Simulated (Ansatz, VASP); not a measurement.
Ca2Se: VASP beside Ansatz

```
Ca Se
1.0
     4.01998    0.00000    0.00000
    -2.00999    3.48140    0.00000
     0.00000    0.00000    7.18367
Ca Se
2 1
Direct
  0.33333 0.66667 0.74367
  0.33333 0.66667 0.25633
  0.00000 0.00000 0.00000
```

Change from the starting cell: species swapped into the Te2Mo type (P-6m2, No. 187).

Alike in both runs: functional PBE; k mesh 12 × 12 × 6; occupations gaussian, width 0.1 eV; no spin polarisation.

Ansatz relaxed the structure, and its values are those at the end. VASP's run is a single point on that final structure, the one shown.

|  | VASP | Ansatz |
| --- | --- | --- |
| version | VASP 6.6.1 | Ansatz 0.2.0 |
| potentials or method | VASP PAW PBE potentials, release 64 (Ca_sv, Se) | scalar-relativistic, plane waves, PAW |
| plane-wave cutoff (eV) | 520 | 420 |
| valence electrons in the cell | 26 | 36 |

Ansatz gave:

| Quantity | Value |
| --- | --- |
| gap on the k mesh at the Fermi level (eV) | none |
| pressure (GPa) | 0.0 |
| rms of the force components (eV/Å) | 0.001 |

What did VASP give for the same quantities?

gap on the k mesh at the Fermi level (eV): none; pressure (GPa): 0.1; rms of the force components (eV/Å): 0.009.

A gap of «none» marks a metal or a gap that the smearing closes. The two sets of potentials don't hold the same shells in valence.
